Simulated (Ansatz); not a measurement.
# How far is PAW off for MgTe?

```
Mg Te
1.0
     4.54000    0.00000    0.00000
    -2.27000    3.93176    0.00000
     0.00000    0.00000    7.39500
Mg Te
2 2
Cartesian
  0.0000 2.6212 0.0000
  2.2700 1.3106 3.6975
  0.0000 2.6212 2.7361
  2.2700 1.3106 6.4336
```

Atoms are numbered in the order listed.

The cell is COD entry 1538744, as deposited and not checked against the literature; nothing was relaxed.

No spin–orbit coupling, which matters for the heavy atoms here.

Levels of theory: DFT, PBE, PAW with Ansatz's default frozen-core files, scalar-relativistic (Ansatz 0.2.0); DFT, PBE, all-electron PAW with datasets made for the crystal, scalar-relativistic (Ansatz 0.2.0); DFT, PBE, all-electron LAPW, scalar-relativistic (Ansatz 0.2.0).

For PAW: a Γ-centred 10×10×6 k mesh, Fermi–Dirac smearing of 0.05 eV, cutoff 420 eV, no spin polarisation. The crystal-made all-electron datasets (AE datasets) take a cutoff of 220 eV at this cell. LAPW targets a basis error of 1 meV/atom. The Ansatz runs share mesh, smearing and spin set-up. Plane-wave (PAW) pressures include the program's estimate of the Pulay term.

Stress and pressure are positive in compression.

Levels count from the top of the valence band.

```json
{"quantity": "pressure (GPa)", "PAW": "1.66", "AE datasets": "1.66", "LAPW": "1.66"}
{"quantity": "stress xx (GPa)", "PAW": "1.27", "AE datasets": "1.27", "LAPW": "1.27"}
{"quantity": "stress zz (GPa)", "PAW": "2.45", "AE datasets": "2.45", "LAPW": "2.45"}
{"quantity": "force on Mg1, z (eV/Å)", "PAW": "-0.218", "AE datasets": "-0.218", "LAPW": "-0.218"}
{"quantity": "force on Te3, z (eV/Å)", "PAW": "0.218", "AE datasets": "0.218", "LAPW": "0.218"}
{"quantity": "band gap (eV)", "PAW": "2.543", "AE datasets": "2.539", "LAPW": "2.539"}
{"quantity": "highest filled level at M (eV)", "PAW": "-0.442", "AE datasets": "-0.442", "LAPW": "-0.442"}
{"quantity": "lowest empty level at M (eV)", "PAW": "3.177", "AE datasets": "3.175", "LAPW": "3.175"}
{"quantity": "highest filled level at A (eV)", "PAW": "-0.263", "AE datasets": "-0.263", "LAPW": "-0.263"}
{"quantity": "lowest empty level at A (eV)", "PAW": "3.541", "AE datasets": "3.538", "LAPW": "3.538"}
{"quantity": "highest filled level at Γ (eV)", "PAW": "0.000", "AE datasets": "0.000", "LAPW": "0.000"}
{"quantity": "lowest empty level at Γ (eV)", "PAW": "2.543", "AE datasets": "2.539", "LAPW": "2.539"}
```
